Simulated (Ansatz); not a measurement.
ZrSe2 under changes of volume

One of the cells (25.784 Å³/atom); the others are scaled copies at fixed shape and fractional positions:

```xyz
3
Lattice="3.7980 0.0000 0.0000 -1.8990 3.2892 0.0000 0.0000 0.0000 6.1920" Properties=species:S:1:pos:R:3 pbc="T T T"
Zr    0.0000    0.0000    0.0000
Se    1.8990    1.0964    4.6440
Se    0.0000    2.1928    1.5480
```

* Program: Ansatz 0.2.0
* Functional: BLYP
* Dispersion: D4
* Potentials or basis: Ansatz PAW
* Cutoff: 420 eV (not typed: the program's choice for these potentials)
* k mesh: 8 × 8 × 5
* Occupations: fermi-dirac, width 0.05 eV
* Spin: no spin polarisation

```csv
volume (Å³/atom),energy over the lowest point (meV/atom),pressure (GPa),gap on the mesh (eV),largest force (eV/Å)
24.237,47.99,7.7,0.40,1.220
24.753,?,?,?,?
25.268,11.95,3.6,0.44,0.703
25.784,3.26,1.8,0.46,0.472
26.300,0.00,0.2,0.48,0.256
26.815,1.64,-1.2,0.50,0.056
27.331,7.73,-2.5,0.51,0.131
```

Question: What does the run at 24.753 Å³/atom give?

Answer: Energy over the lowest point 26.65 meV/atom; pressure 5.6 GPa; gap on the mesh 0.42 eV; largest force 0.952 eV/Å.

Worked out: A Birch-Murnaghan fit of order 3 (a polynomial in V^(-2/3)) to the other rows has its minimum at 26.38 Å³/atom with B0 = V·E''(V) = 77 GPa and B' = 4.2 at fixed shape and positions, which overstates the stiffness. It gives 26.63 meV/atom at 24.753 Å³/atom, against the run's 26.65, and -dE/dV = 5.6 GPa, against 5.6. A straight line through the other rows of the gap, of slope 0.943 eV per unit of ln V, gives 0.42 eV, against the run's 0.42.

Energies are extrapolated to zero smearing.

Caveats: odd divisions of the mesh miss points on the zone boundary, where band edges often lie, so the gap on the mesh can be too wide; the PAW data sets come from PBE, with cores solved anew for the run's functional, which leaves a small shift of forces and pressure; forces of over 1 eV/Å show positions far from the minimum, so gaps and moduli don't describe the material at rest (some runs).

A mesh can miss the band edges. Spin-orbit coupling on Se, Zr is left out.
